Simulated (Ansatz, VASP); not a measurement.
# TaN in VASP and in Ansatz

Contents of INCAR:

```
SYSTEM = TaN
PREC = Accurate
ENCUT = 520
EDIFF = 1E-6
ISMEAR = -1
SIGMA = 0.15
LREAL = .False.
LASPH = .True.
NELM = 150
ALGO = Normal
ISIF = 2
LWAVE = .False.
LCHARG = .False.
LMAXMIX = 4
LDAU = .True.
LDAUTYPE = 2
LDAUL = 2 -1
LDAUU = 2 0
LDAUJ = 0 0
LDAUPRINT = 1
NBANDS = 24
```

File KPOINTS:

```
regular mesh
0
Gamma
  18 18 8
  0 0 0
```

POSCAR

```
TaN
1.0
    2.8604882294      0.0000000000      0.0000000000
   -1.4302441147      2.4772554738      0.0000000000
    0.0000000000      0.0000000000      5.7943207800
Ta N
2 2
Direct
    0.0000000000      0.0000000000      0.0000000000
    0.0000000000      0.0000000000      0.5000000000
    0.3333333333      0.6666666667      0.2500000000
    0.6666666667      0.3333333333      0.7500000000
```

Input for Ansatz:

```yaml
crystal:
  lattice:
    - [2.8604882294, 0.0, 0.0]
    - [-1.4302441147, 2.4772554738, 0.0]
    - [0.0, 0.0, 5.79432078]
  atoms:
    - { symbol: Ta, position: [0.0, 0.0, 0.0] }
    - { symbol: Ta, position: [0.0, 0.0, 0.5] }
    - { symbol: "N", position: [0.3333333333, 0.6666666667, 0.25] }
    - { symbol: "N", position: [0.6666666667, 0.3333333333, 0.75] }
basis:
  ecutwfc: 420
kpoints:
  mp_grid: { grid: [18, 18, 8] }
hamiltonian:
  xc: lda
  hubbard: { sites: [{ species: Ta, l: d, u_eff: 2.0 }], double_counting: fll }
scf:
  occupations: { method: fermi_dirac, width: 0.15 }
output:
  forces: true
  eigenvalues: true
  stress: true
accuracy: high
```

Alike in both runs: task single point; functional LDA; k mesh 18 × 18 × 8; occupations fermi-dirac, width 0.15 eV; no spin polarisation; Hubbard terms Ta d U = 2.0 eV.

```csv
,VASP,Ansatz
version,VASP 6.6.1,Ansatz 0.2.0
potentials or method,"VASP PAW LDA potentials, release 64 (Ta_pv, N)","scalar-relativistic, plane waves, PAW"
plane-wave cutoff (eV),520,420
valence electrons in the cell,32,36
```

Ansatz gave:

* gap on the k mesh at the Fermi level (eV): none
* pressure (GPa): 6.7
* largest component of the traceless stress (GPa): 0.20

Problem. Estimate VASP's values.

Solution. gap on the k mesh at the Fermi level (eV): none; pressure (GPa): 13.9; largest component of the traceless stress (GPa): 0.94.

The programs project onto different local orbitals, so the same U acts differently. A gap of «none» marks a metal or a gap that the smearing closes. The two sets of potentials don't hold the same shells in valence. Ansatz warned: «filled_band_counts_differ_across_k_points».

Caveats: U without spin polarisation on a metal has little footing. The runs have no spin-orbit coupling, so splittings on Ta are missing.
